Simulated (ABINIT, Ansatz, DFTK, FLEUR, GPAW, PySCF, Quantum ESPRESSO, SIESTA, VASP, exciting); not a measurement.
# Si: programs and potentials compared

```
Si
1.0
     0.00000    2.72185    2.72185
     2.72185    0.00000    2.72185
     2.72185    2.72185    0.00000
Si
2
Direct
  0.50000 0.50000 0.50000
  0.75000 0.75000 0.75000
```

Alike in all runs: functional PBE; k mesh 8 × 8 × 8; occupations fermi-dirac, width 0.05 eV; no spin polarisation; no spin-orbit coupling. Pressure is positive in compression and, in plane waves, holds the error of the finite cutoff, which Ansatz's Pulay term estimates and takes out.

| program and potentials | plane-wave cutoff (eV) | notes | band gap (eV) | pressure (GPa) |
| --- | --- | --- | --- | --- |
| ABINIT, JTH PAW PBE v2.0 | 408 | - | 0.64 | 1.25 |
| SIESTA, files PseudoDojo sr-pbe-0.4.1-standard, DZP (energy shift 0.002 Ry) | - | atomic basis | 0.63 | 2.60 |
| DFTK, PseudoDojo SR PBE 0.4.1 standard (PBE) | 653 | - | 0.62 | 1.27 |
| Ansatz, all-electron LAPW, scalar-relativistic | - | - | ? | ? |
| PySCF, DZVP-MOLOPT-SR/GTH-PBE (potentials made for PBE) | - | atomic basis | 0.69 | - |
| Ansatz, Ansatz PAW (earlier soft set) | 420 | - | 0.63 | 1.33 |
| Quantum ESPRESSO, SSSP 1.3 efficiency PBE | 748 | - | 0.63 | 1.30 |
| VASP, PBE PAW files Si, 520 eV | 520 | - | 0.63 | 1.26 |
| SIESTA, files PseudoDojo sr-pbe-0.4.1-standard, DZP (energy shift 0.003 Ry) | - | atomic basis | 0.62 | 2.62 |
| FLEUR, all-electron, FLAPW | - | - | 0.63 | - |
| exciting, all-electron LAPW+lo, shipped species files, valence relativity iora* | - | - | 0.63 | - |
| GPAW, GPAW PAW data sets (gpaw-data 1.2.1) | 600 | - | 0.62 | 1.61 |

**Question.** Estimate from the other rows what the run with Ansatz, all-electron LAPW, scalar-relativistic gave.

**Answer.** Band gap 0.63 eV; pressure 1.31 GPa. The other rows, which needn't bracket it: band gap 0.62 to 0.69; pressure 1.25 to 2.62.
